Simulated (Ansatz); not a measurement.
# Convergence study of C

Which SCF settings change the result for C, and which only the effort? The default run comes first. System: C, the deposited crystal structure (space group Fmmm); the cell holds 2 atoms. Source: COD entry 9000046.

Computed with Ansatz 0.2.0 (DFT PBE, PAW, plane waves, scalar-relativistic, unless a step's input says otherwise).

**1. Starting point**

Symmetry: Fmmm, No. 69, orthorhombic system. Conventional cell: a = 2.456 Å, b = 4.254 Å, c = 6.696 Å, α = 90.00°, β = 90.00°, γ = 90.00°. C (site symmetry m2m) has 3 C at 1.42 Å as nearest neighbours.

Structure file:

```cif
data_structure
_symmetry_space_group_name_H-M 'P 1'
_symmetry_Int_Tables_number 1
_cell_length_a 3.9665
_cell_length_b 3.5661
_cell_length_c 2.4560
_cell_angle_alpha 80.086
_cell_angle_beta 62.329
_cell_angle_gamma 37.586
_cell_volume 17.49
loop_
_atom_site_label
_atom_site_type_symbol
_atom_site_fract_x
_atom_site_fract_y
_atom_site_fract_z
_atom_site_occupancy
C1 C 0.16667 0.83333 0.16667 1
C2 C 0.83333 0.16667 0.83333 1
```

Atoms are counted from 1 in the order of input.yaml (C2 and so on).

After the default run come: 1 band beyond the filled ones; tetrahedron occupations; Anderson, β 0.8, history 2, no preconditioner; direct minimisation; iteration limit 15; fixed occupations; Broyden, β 0.1, history 8, no preconditioner.

The search for lower states is off throughout, and inputs that name a mixer don't switch to direct minimisation unless they say so. Spin polarisation is off.

**2. Default SCF settings**

input.yaml

```yaml
crystal:
  lattice:
    - [0.0, 2.127, 3.348]
    - [1.228, 0.0, 3.348]
    - [1.228, 2.127, 0.0]
  atoms:
    - { symbol: C, position: [0.16667, 0.83333, 0.16667] }
    - { symbol: C, position: [0.83333, 0.16667, 0.83333] }
hamiltonian:
  xc: pbe
  pseudopotentials: { kind: paw }
basis:
  ecutwfc: 420
kpoints:
  mp_grid: { grid: [11, 11, 11] }
scf:
  occupations: { method: fermi_dirac, width: 0.1 }
  lower_state_search: "off"
output:
  forces: true
  stress: true
```

Run with:

```sh
$ ansatz run input.yaml --threads 2 --pin off --max-ram 5120MiB --backend cpu --events-out ev --progress --plain --runs-dir out
```

Further steps of the session: 1 band beyond the filled ones; Tetrahedron occupations; Anderson, β 0.8, history 2, no preconditioner; Direct minimisation; Iteration limit 15; Fixed occupations; Broyden, β 0.1, history 8, no preconditioner.

Q: What does this run give, and which of the planned changes alter effort or result? Wanted: largest shift of the free energy by occupations, cutoff, mesh or field.

The runs gave:

```
                                                                                             quantity                                              value
                                                                                          default run  6 iterations, with a gap of 0.69 eV on the k-mesh
fewest iterations to that state among the runs shown (an iteration of direct minimisation costs more)  4 (Anderson, β 0.8, history 2, no preconditioner)
                                                                                most iterations to it   6 (Broyden, β 0.1, history 8, no preconditioner)
                                          runs that end in another state, among changes of path alone                                                  0
                               largest shift of the free energy by occupations, cutoff, mesh or field            +0.1 meV/atom (tetrahedron occupations)
```

**Reading.** 6 runs solve the same problem and reach the default's state, in 4 to 6 iterations: there the settings change the path, not the answer. Occupations, cutoff, mesh and fields change the problem that is solved, not just the path; the largest shift here is that of “tetrahedron occupations”. Other settings tried on this cell gave no result: linear mixing, β 0.05, no preconditioner (not converged after 60 iterations, still settling). Counts include iterations that the program adds to test a close, so a difference of one or two ranks nothing. The starting density is a sum of atomic densities corrected by a trained network, so it is already close to self-consistency.

The gaps are Kohn-Sham values of a semilocal functional, not quasiparticle or optical gaps. Such gaps usually fall short of the measured ones.
